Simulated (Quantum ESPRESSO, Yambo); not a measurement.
An input for Yambo 5.3.0 (BAs (F-43m)):

```
HF_and_locXC
gw0
dyson
mpa
em1d
rim_cut
RandQpts= 1000000
RandGvec= 1 RL
EXXRLvcs= 76 Ry
VXCRLvcs= 304 Ry
Chimod= "HARTREE"
% BndsRnXm
 1 | 80 |
%
NGsBlkXm= 10.5 Ry
% LongDrXm
 1 | 1 | 1 |
%
% GbndRnge
 1 | 80 |
%
DysSolver= "n"
ExtendOut
EnSampXm= "2l"
EnGridXm= "ho"
% EnRngeXm
 0 | 60 | eV
%
% ImRngeXm
 1 | 27.21138 | eV
%
% DmRngeXm
 0.001 | 2.721138 | eV
%
ETStpsXm= 16
IntSolXm= "PT"
% QPkrange
 1 | 1 | 8 | 11 |
 10 | 10 | 8 | 11 |
%
```

```sh
OMP_NUM_THREADS=1 mpirun -n 4 yambo -F gw9.in -J gw9 -C gw9 > gw9.log
```

The stored states that it reads are on a 6×6×6 mesh. Symmetry: F-43m, No. 216, cubic system. The conventional cell has a = 4.777 Å, b = 4.777 Å, c = 4.777 Å, α = 90.00°, β = 90.00°, γ = 90.00°. Nearest to B lie 4 As at 2.07 Å. As has 4 B at 2.07 Å nearest. Farther neighbours are not listed.

Question: How long will it take on 4 MPI ranks of Arm Neoverse V1, shared host, and how much memory?

It took 5.1 min; on shared hardware allow 2.5 min to 10 min. Peak host memory was 1.4 GiB.

The screening grows as filled bands × empty bands × pairs of k points, times the square of the screening basis for the matrix.

[Paths, hosts, dates, memory and timing lines, banners, echoed tables and standing remarks are left out of the program output.]

[Logs are printed without paths, hosts, clocks, repeated set-up lines and the standing remarks that a program may print on its own settings, such as how far it seeks lower states.]

[Runs of the session that timed out or met a known fault of the program may be left out.]

[Hosts, paths, dates, database ids (printed as entryN), source tags and the programs' standing remarks are cut or masked in the printed files.]
